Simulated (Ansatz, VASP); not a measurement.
# Cross-check of InP between VASP and Ansatz

One calculation is typed for both programs; each brings its own data sets and cutoff. How far apart do they land?

Method: plane waves, with VASP 6.6.1 beside it; band structure at r2SCAN, in Ansatz 0.2.0.

The database entry behind the starting cell differs from later determinations by our own check (0.1 to 0.3 % short, probably kX units), so it need not match the best structure at ambient conditions.

## Step 1: The structure

The structure is cubic, space group F-43m (No. 216). Conventional cell: a = 5.861 Å, b = 5.861 Å, c = 5.861 Å, α = 90.00°, β = 90.00°, γ = 90.00°. Nearest to In lie 4 P at 2.54 Å. Nearest to P lie 4 In at 2.54 Å. Farther neighbours are not listed.

## Step 2: Ansatz: band structure, r2SCAN

Ansatz runs on its default PAW (the set named soft_2) files.

Levels along a path test the potential and the projectors away from the mesh points.

File input.yaml:

```yaml
crystal:
  lattice:
    - [0.0, 2.9305, 2.9305]
    - [2.9305, 0.0, 2.9305]
    - [2.9305, 2.9305, 0.0]
  atoms:
    - { symbol: In, position: [0.0, 0.0, 0.0] }
    - { symbol: P, position: [0.75, 0.75, 0.75] }
hamiltonian:
  xc: r2scan
  pseudopotentials: { kind: paw }
kpoints:
  mp_grid: { grid: [4, 4, 4] }
  band_path:
    path:
      - [0.0, 0.0, 0.0]
      - [0.18182, 0.0, 0.18182]
      - [0.36364, 0.0, 0.36364]
      - [0.5, 0.0, 0.5]
      - [0.5, 0.09091, 0.59091]
      - [0.5, 0.18182, 0.68182]
      - [0.5, 0.25, 0.75]
      - [0.45455, 0.29545, 0.75]
      - [0.40909, 0.34091, 0.75]
      - [0.375, 0.375, 0.75]
      - [0.20455, 0.20455, 0.40909]
      - [0.06818, 0.06818, 0.13636]
      - [0.04545, 0.04545, 0.04545]
      - [0.22727, 0.22727, 0.22727]
      - [0.40909, 0.40909, 0.40909]
      - [0.51136, 0.47727, 0.51136]
      - [0.55682, 0.38636, 0.55682]
      - [0.60227, 0.29545, 0.60227]
      - [0.61364, 0.25, 0.63636]
      - [0.56818, 0.25, 0.68182]
      - [0.51136, 0.25, 0.73864]
      - [0.5, 0.29545, 0.70455]
      - [0.5, 0.38636, 0.61364]
      - [0.5, 0.47727, 0.52273]
      - [0.47727, 0.47727, 0.54545]
      - [0.43182, 0.43182, 0.63636]
      - [0.38636, 0.38636, 0.72727]
      - [0.60227, 0.20455, 0.60227]
      - [0.55682, 0.11364, 0.55682]
      - [0.5, 0.0, 0.5]
    npoints: 1
scf:
  occupations: { method: gaussian, width: 0.01 }
  n_extra_bands: 7
output:
  forces: true
  stress: true
  eigenvalues: true
```

Run with:

```bash
$ ansatz run input.yaml --threads 2 --pin off --max-ram 4608MiB --backend cpu --events-out ev --progress --plain --runs-dir out
```

Numbers of over 12 decimals in the logs are rounded to 6 here.

The program printed:

```text
scf.n_extra_bands = 7 over 9 filled bands (N_el = 18.0): the run solves 16 bands
Engine: ansatz 0.2.0, x86_64-unknown-linux-gnu
Pseudopotentials: kind: paw
Pseudopotential: In, paw, valence charge 13, recommended cutoff 500 eV (meta_gga), In.paw.azcp
Pseudopotential: P, paw, valence charge 5, recommended cutoff 500 eV (meta_gga), P.paw.azcp
Functional definition: r2SCAN
  parameter k0 = 0.174
  parameter k1 = 0.065
  parameter a1 = 4.9479
  exchange = r2scan_x(k0 = k0, k1 = k1, a1 = a1)
  correlation = r2scan_c
Crystal: 2 atoms, lattice volume = 50.333 Å³
Basis set: ecut = 500 eV, 1243 PW (Γ), exchange–correlation on 128×128×128 points (64 copies of the dense FFT grid, shifted against one another)
Bands: 16, of which v1, the nominal top of the filled ones, is band 9 counted from 1 (8 counted from 0)
Symmetry: 24 space group operations
Space group: F-43m (ITA 216), of the structure as read, at distance tolerance 3.7e-5 Å
k-points: 8 of 64 (time reversal used)
Non-local potential: In, projectors of the file, l = 0: 2, l = 1: 2, l = 2: 2, l = 3: 2
Non-local potential: P, projectors of the file, l = 0: 2, l = 1: 2, l = 2: 2
PAW form: soft (Blöchl's): semilocal exchange-correlation on the pseudo side does not see the compensation charge
PAW frozen core: In, regenerated for the run's functional (the file was generated under x = pbe(κ = 0.804, μ = 0.219515), c = pbe(β = 0.066725))
PAW frozen core: P, regenerated for the run's functional (the file was generated under x = pbe(κ = 0.804, μ = 0.219515), c = pbe(β = 0.066725))
PAW one-centre angular grid: In, 590 points (default); XC on 289 of its mesh's 2783 points in the sphere
PAW one-centre angular grid: P, 302 points (default); XC on 160 Gauss nodes
Initial density: superposition of atomic densities (neutral atoms: chi_scale 0, normalization atom), corrected by the library's trained network
Initial wavefunctions: pseudopotential atomic-orbital guess
Functional: x = r2scan, c = r2scan; τ floored in thin density (d = 2e-4 eV/Å³)
SCF iter   1: F=—  HF=-6371.620518 eV  |F-HF|=—  |Δ(HF+E_count)|=         —  Δρ=7.14e-3  dr2=1.49e-2  dr2_τ=1.21e-2  ethr=1.77e-3  ⟨swp⟩=6.4  Hψ=842  notcnv=0
preconditioner: auto → none  [insulator: Δε(μ)=1.105 eV  Ē_g=17.941 eV  σ=0.010 eV  W_gap=1.00  n_scr=14 (ndim 8)  ℏωp=22.2 eV  f_vac=0.019  D(μ)=0.00/eV (n_scr^D=0)  ε∞_Penn≈2.5]
SCF iter   2: F=—  HF=-6371.632180 eV  |F-HF|=—  |Δ(HF+E_count)|=   1.17e-2  Δρ=2.07e-3  dr2=1.89e-3  dr2_τ=8.94e-5  ethr=8.28e-5  ⟨swp⟩=3.0  Hψ=332  notcnv=0  defer=20
SCF iter   3: F=—  HF=-6371.632417 eV  |F-HF|=—  |Δ(HF+E_count)|=   2.37e-4  Δρ=1.14e-3  dr2=3.50e-4  dr2_τ=9.33e-6  ethr=1.05e-5  ⟨swp⟩=3.2  Hψ=209  notcnv=0  defer=20
SCF iter   4: F=—  HF=-6371.632520 eV  |F-HF|=—  |Δ(HF+E_count)|=   1.02e-4  Δρ=1.16e-4  dr2=5.97e-6  dr2_τ=3.24e-7  ethr=1.94e-6  ⟨swp⟩=2.6  Hψ=171  notcnv=0  defer=20
SCF iter   5: F=—  HF=-6371.632518 eV  |F-HF|=—  |Δ(HF+E_count)|=   1.35e-6  Δρ=2.26e-5  dr2=2.07e-7  dr2_τ=1.46e-8  ethr=3.32e-8  ⟨swp⟩=2.8  Hψ=199  notcnv=0  defer=20
SCF iter   6: F=-6371.632518 eV  HF=-6371.632518 eV  |F-HF|=6.87e-9  |Δ(HF+E_count)|=   4.47e-8  Δρ=5.08e-6  dr2=8.79e-9  dr2_τ=4.75e-10  ethr=5.56e-10  ⟨swp⟩=10.0  Hψ=711  notcnv=0
SCF 1 converged in 6 iterations: F = -6371.632518 eV  dr2 = 8.79e-9
  greatest PAW one-centre occupation: 0.981 electrons in one spin orbital (limit 2), on the In atom at site 0 (counted from 0), in its partial waves of l = 2
NSCF: frozen V_eff on 30 k-points
SCF converged after 6 iterations
Free energy (F): -6371.632518 eV
Harris-Foulkes:  -6371.632518 eV  (|F-HF|=6.87e-9)
Internal energy: -6371.632518 eV  (E = F + TS)
E sigma→0 (E₀):  -6371.632518 eV
Fermi energy:    7.432665 eV
--- Per-component energies (eV) ---
  E_band       = -61.382447
  E_kinetic    = 313.833776
  E_local      = -1400.175057  (includes V_loc(G=0)·N_el)
  E_nonlocal   = 401.667628
  E_hartree    = 553.627614
  E_xc         = -259.136190
  E_vxc        = -171.405275  (∫ρ·V_xc dr)
  E_paw        = -4761.616715  (= ΣΔE_a)
  E_vpaw       = -322.764174  (= ΣTr[D̂ρ^β])
  E_aug_tail   = 0.000008  (compensation charges beyond the density's cutoff)
  E_vtau       = 10.203991  (kinetic-family band-sum trace: ∫τ·v_τ [+ j·A + Jᵃ·Aᵃ] dr)
  E_ewald      = -1220.708286
  E_core_change = 0.874704  (= ΣΔE_core)
  E_smearing   = -0.000000  (= −TS)
  E_closure    = 0.000000  (closes the sum)
  Σ components = -6371.632518   (vs F -6371.632518, Δ=0.00e0)
--- Forces (eV/Å), atoms counted from 1 ---
  atom   1  In    -0.00000000     0.00000000     0.00000000
  atom   2  P      0.00000000    -0.00000000     0.00000000
  max |Σ_I F_I| component: 7.40e-17 eV/Å
--- Stress (GPa, compression-positive) ---
        1.885941      -0.000000      -0.000000
       -0.000000       1.885941       0.000000
       -0.000000       0.000000       1.885941
  P = ⅓ Tr σ = 1.8859 GPa (18.859 kbar)
--- Band table (eV; the first three rows and the last of 8) ---
  k-point 0: bands = [... 5 lower, -5.1450, 6.8556, 6.8556, 6.8556, 8.0096, 11.2591, 11.2591, 11.2591, ... 3 higher]
  k-point 1: bands = [... 5 lower, -4.4338, 3.3585, 6.2768, 6.2768, 9.0139, 11.9823, 11.9823, 12.5948, ... 3 higher]
  k-point 2: bands = [... 5 lower, -3.3400, 0.9585, 5.8435, 5.8435, 8.6970, 11.9766, 11.9766, 14.3803, ... 3 higher]
  k-point 7: bands = [... 5 lower, -2.5769, 1.1244, 3.7847, 3.8410, 11.4090, 11.6320, 12.8671, 13.4105, ... 3 higher]
```

The job ended after 1.9 s (2 threads of Intel Xeon Platinum 8488C (Sapphire Rapids), shared host; peak memory 0.47 GiB).

In the SCF lines HF is the Harris–Foulkes energy and dr2 the Hartree energy of the density residual, in eV; the loop may stop once dr2 is under the threshold and the program's other checks hold. Hψ counts applications of the Hamiltonian.

## Step 3: VASP: band structure, r2SCAN

The same cell, functional, mesh and smearing now go to VASP, with its own data sets and cutoff.

Lines of VASP's logs that name or quote its potential files are left out, and so is its time.

File INCAR:

```
SYSTEM = InP
PREC = Accurate
ENCUT = 390
EDIFF = 1E-08
NELM = 100
ISMEAR = 0
SIGMA = 0.01
LREAL = .FALSE.
ALGO = Normal
METAGGA = R2SCAN
LASPH = .TRUE.
NBANDS = 15
LORBIT = 11
LWAVE = .TRUE.
LCHARG = .FALSE.
KPAR = 8
```

File POSCAR:

```
InP
1.0
    0.0000000000      2.9305000000      2.9305000000
    2.9305000000      0.0000000000      2.9305000000
    2.9305000000      2.9305000000      0.0000000000
In P
1 1
Direct
    0.0000000000      0.0000000000      0.0000000000
    0.7500000000      0.7500000000      0.7500000000
```

File KPOINTS:

```
Automatic mesh
0
Gamma
4 4 4
0 0 0
```

File KPOINTS_OPT:

```
Line mode
12
Line-mode
Reciprocal
  0.00000000   0.00000000   0.00000000 GAMMA
  0.50000000   0.00000000   0.50000000 X

  0.50000000   0.00000000   0.50000000 X
  0.50000000   0.25000000   0.75000000 W

  0.50000000   0.25000000   0.75000000 W
  0.37500000   0.37500000   0.75000000 K

  0.37500000   0.37500000   0.75000000 K
  0.00000000   0.00000000   0.00000000 GAMMA

  0.00000000   0.00000000   0.00000000 GAMMA
  0.50000000   0.50000000   0.50000000 L

  0.50000000   0.50000000   0.50000000 L
  0.62500000   0.25000000   0.62500000 U

  0.62500000   0.25000000   0.62500000 U
  0.50000000   0.25000000   0.75000000 W

  0.50000000   0.25000000   0.75000000 W
  0.50000000   0.50000000   0.50000000 L

  0.50000000   0.50000000   0.50000000 L
  0.37500000   0.37500000   0.75000000 K

  0.62500000   0.25000000   0.62500000 U
  0.50000000   0.00000000   0.50000000 X
```

PAW data sets: In_d_GW and P_GW (PBE family, release 64).

Run with:

```bash
$ mpirun -np 8 vasp_std
```

The program printed:

```text
[banner, memory and clock lines left out]
running    8 mpi-ranks, on    1 nodes
 distrk:  each k-point on    1 cores,    8 groups
 distr:  one band on    1 cores,    1 groups

 POSCAR found type information on POSCAR InP
 POSCAR found :  2 types and       2 ions
|                                                                             |
|           W    W    AA    RRRRR   N    N  II  N    N   GGGG   !!!           |
|           W    W   A  A   R    R  NN   N  II  NN   N  G    G  !!!           |
|           W    W  A    A  R    R  N N  N  II  N N  N  G       !!!           |
|           W WW W  AAAAAA  RRRRR   N  N N  II  N  N N  G  GGG   !            |
|           WW  WW  A    A  R   R   N   NN  II  N   NN  G    G                |
|           W    W  A    A  R    R  N    N  II  N    N   GGGG   !!!           |
|                                                                             |
|     For optimal performance we recommend to set                             |
|       NCORE = 2 up to number-of-cores-per-socket                            |
|     NCORE specifies how many cores store one orbital (NPAR=cpu/NCORE).      |
|     This setting can greatly improve the performance of VASP for DFT.       |
|     The default, NCORE=1 might be grossly inefficient on modern             |
|     multi-core architectures or massively parallel machines. Do your        |
|     Unfortunately you need to use the default for GW and RPA                |
|     calculations (for HF NCORE is supported but not extensively tested      |
|     yet).                                                                   |
|                                                                             |

|                                                                             |
|               ----> ADVICE to this user running VASP <----                  |
|                                                                             |
|     You enforced a specific xc type in the INCAR file but a different       |
|     [... a line on the potential file left out ...]
|     I HOPE YOU KNOW WHAT YOU ARE DOING!                                     |
|                                                                             |

 LDA part: xc-table for (None), standard interpolation
 POSCAR, INCAR and KPOINTS ok, starting setup
 FFT: planning ... GRIDC
 FFT: planning ... GRID_SOFT
 FFT: planning ... GRID
 WAVECAR not read
 entering main loop
       N       E                     dE             d eps       ncg     rms          rms(c)
DAV:   1     0.906934541802E+02    0.90693E+02   -0.66555E+03   327   0.344E+03
DAV:   2    -0.265386684825E+02   -0.11723E+03   -0.10955E+03   449   0.631E+02
DAV:   3    -0.361623058088E+02   -0.96236E+01   -0.95801E+01   412   0.129E+02
DAV:   4    -0.364914008475E+02   -0.32910E+00   -0.32883E+00   356   0.242E+01
DAV:   5    -0.365342853403E+02   -0.42884E-01   -0.42881E-01   370   0.126E+01    0.700E+00
DAV:   6    -0.322271522536E+02    0.43071E+01   -0.24673E+00   338   0.138E+02    0.383E+00
DAV:   7    -0.321870900262E+02    0.40062E-01   -0.38389E-01   400   0.196E+01    0.229E+00
DAV:   8    -0.321976527592E+02   -0.10563E-01   -0.32862E-02   393   0.500E+00    0.916E-01
DAV:   9    -0.321994633533E+02   -0.18106E-02   -0.47992E-03   450   0.128E+00    0.132E-01
DAV:  10    -0.321994902457E+02   -0.26892E-04   -0.52999E-04   332   0.828E-01    0.380E-02
DAV:  11    -0.321995027513E+02   -0.12506E-04   -0.40590E-05   403   0.104E-01    0.668E-03
DAV:  12    -0.321995027266E+02    0.24757E-07   -0.20109E-06   379   0.286E-02    0.356E-03
DAV:  13    -0.321995025147E+02    0.21191E-06   -0.57850E-07   442   0.150E-02    0.112E-03
DAV:  14    -0.321995028572E+02   -0.34247E-06   -0.37060E-08   351   0.409E-03    0.359E-04
DAV:  15    -0.321995028339E+02    0.23216E-07   -0.72572E-09   274   0.707E-03    0.752E-05
DAV:  16    -0.321995028307E+02    0.32853E-08   -0.97029E-10   253   0.995E-04
   1 F= -.32199503E+02 E0= -.32199503E+02  d E =-.140300E-12
 Start KPOINTS_OPT (optional k-point list driver)
k-point batch [1-8\120]
       N       E                     dE             ncg
DAV:   1     0.179881233243E+03   -0.93443E+03      297
DAV:   2    -0.775229893393E+03   -0.95511E+03      449
DAV:   3    -0.868087371153E+03   -0.92857E+02      417
DAV:   4    -0.872484876164E+03   -0.43975E+01      368
DAV:   5    -0.872716106440E+03   -0.23123E+00      409
DAV:   6    -0.872739563592E+03   -0.23457E-01      378
DAV:   7    -0.872740294478E+03   -0.73089E-03      370
DAV:   8    -0.872740363666E+03   -0.69188E-04      406
DAV:   9    -0.872740366384E+03   -0.27180E-05      378
[...]
DAV:   3    -0.948204853286E+03   -0.66474E+02      418
DAV:   4    -0.950990195925E+03   -0.27853E+01      433
DAV:   5    -0.951086452697E+03   -0.96257E-01      379
DAV:   6    -0.951090738322E+03   -0.42856E-02      418
DAV:   7    -0.951091064244E+03   -0.32592E-03      379
DAV:   8    -0.951091083029E+03   -0.18785E-04      418
DAV:   9    -0.951091084063E+03   -0.10344E-05      351
DAV:  10    -0.951091084170E+03   -0.10640E-06      410
DAV:  11    -0.951091084175E+03   -0.56057E-08      285
[...]
k-point batch [113-120\120]
       N       E                     dE             ncg
DAV:   1     0.105154100054E+02   -0.42944E+04      315
DAV:   2    -0.878855235659E+03   -0.88937E+03      456
DAV:   3    -0.953165340347E+03   -0.74310E+02      448
DAV:   4    -0.955590854869E+03   -0.24255E+01      410
DAV:   5    -0.955723056077E+03   -0.13220E+00      386
DAV:   6    -0.955741509843E+03   -0.18454E-01      426
DAV:   7    -0.955741903514E+03   -0.39367E-03      379
DAV:   8    -0.955741938388E+03   -0.34874E-04      418
DAV:   9    -0.955741941428E+03   -0.30395E-05      396
DAV:  10    -0.955741941791E+03   -0.36346E-06      411
DAV:  11    -0.955741941807E+03   -0.16043E-07      324
DAV:  12    -0.955741941808E+03   -0.68405E-09      267
 writing wavefunctions
```

(Continued in part 2 of 2.)

[Lines on the potential files, build, host, timing and source positions are cut from VASP's logs without a mark.]

[Logs are printed without paths, hosts, clocks, repeated set-up lines and the standing remarks that a program may print on its own settings, such as how far it seeks lower states.]

[Hosts, paths, dates, database ids (printed as entryN), source tags and the programs' standing remarks are cut or masked in the printed files.]
